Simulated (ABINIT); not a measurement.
A calculation with ABINIT 10.8.3 (patched build) of CoSi2 (native input, structure from a POSCAR):

File run.abi:

```
# Pseudopotentials
pp_dirpath "./"
pseudos "Co.GGA_PBE-JTH.xml, Si.GGA_PBE-JTH.xml"

# Structure
structure "poscar:POSCAR"
natom 3

# Plane-wave basis
ecut 707.496042 eV
pawecutdg 48.0

# k points
kptopt 1
ngkpt 9 9 9
nshiftk 1
shiftk 0.0 0.0 0.0

# Exchange and correlation
ixc 11

# Bands and occupations
nband 17
occopt 3
tsmear 0.05 eV

# Spin
nsppol 2
spinat
     0.0000000000     0.0000000000     2.0000000000
     0.0000000000     0.0000000000     0.0000000000
     0.0000000000     0.0000000000     0.0000000000

# SCF cycle
nstep 100
tolvrs 1.0e-9

# Output
iomode 3
prtwf 0
prtden 0
prteig 0
prtebands 0
```

The input POSCAR:

```
CoSi2
1.0
    0.0000000000      2.6780000000      2.6780000000
    2.6780000000      0.0000000000      2.6780000000
    2.6780000000      2.6780000000      0.0000000000
Co Si
1 2
Direct
    0.0000000000      0.0000000000      0.0000000000  Co
    0.7500000000      0.7500000000      0.7500000000  Si
    0.2500000000      0.2500000000      0.2500000000  Si
```

Potentials or basis: JTH PAW PBE v2.0.

Run with:

```bash
$ abinit run.abi > log 2>&1
```

Write the same calculation in another form: ASE script, Cartesian positions.

As run:

File run.py:

```python
import json, os
import numpy as np
from ase.units import GPa
from ase.calculators.abinit import Abinit, AbinitProfile
from ase.io import read

atoms = read('CoSi2.xyz')
atoms.set_initial_magnetic_moments([2.0, 0.0, 0.0])

profile = AbinitProfile(command='abinit', pp_paths=[os.path.abspath('pseudos')])
params = dict(
    pps='pawxml', xc='PBE',
    ecut=707.496,
    pawecutdg=1306.1465,
    kptopt=1,
    ngkpt=[9, 9, 9],
    nshiftk=1,
    shiftk=[0.0, 0.0, 0.0],
    ixc=11,
    nband=17,
    occopt=3,
    tsmear=0.05,
    nstep=100,
    tolvrs=1e-09,
    prtwf=0,
    prtden=0,
)

atoms.calc = Abinit(profile=profile, directory='run', **params)
energy = atoms.get_potential_energy()
forces = atoms.get_forces()
stress = atoms.get_stress()
print(f'energy {energy:.6f} eV')
print('forces (eV/A)')
print(np.round(forces, 5))
print('stress (GPa, Voigt, tension positive)', np.round(stress / GPa, 4))
json.dump(dict(energy=energy, forces=forces.tolist(), stress=stress.tolist(), cell=atoms.cell.tolist(), frac=atoms.get_scaled_positions(wrap=False).tolist()), open('results.json', 'w'))
```

CoSi2.xyz

```xyz
3
Lattice="0.0000000000 2.6780000000 2.6780000000 2.6780000000 0.0000000000 2.6780000000 2.6780000000 2.6780000000 0.0000000000" Properties=species:S:1:pos:R:3 pbc="T T T"
Co     0.0000000000      0.0000000000      0.0000000000
Si     4.0170000000      4.0170000000      4.0170000000
Si     1.3390000000      1.3390000000      1.3390000000
```

Potentials or basis: JTH PAW PBE v2.0.

Launch:

```bash
$ python run.py
```

Both were run:

|  | native input, structure from a POSCAR | ASE script, Cartesian positions |
| --- | --- | --- |
| Pressure | 0.5 GPa | 0.5 GPa |
| Band gap on the k mesh | none (metal or under the smearing width) | none (metal or under the smearing width) |
| Net moment | 0.00 μB per cell | 0.00 μB per cell |
| Valence electrons inside the program's atomic spheres | Co 15.90; Si 1.53 | Co 15.90; Si 1.53 |

Keys that steer only the numerical path or the files written may differ.

Caveat: the starting moments collapsed, and a magnetic state may lie lower.
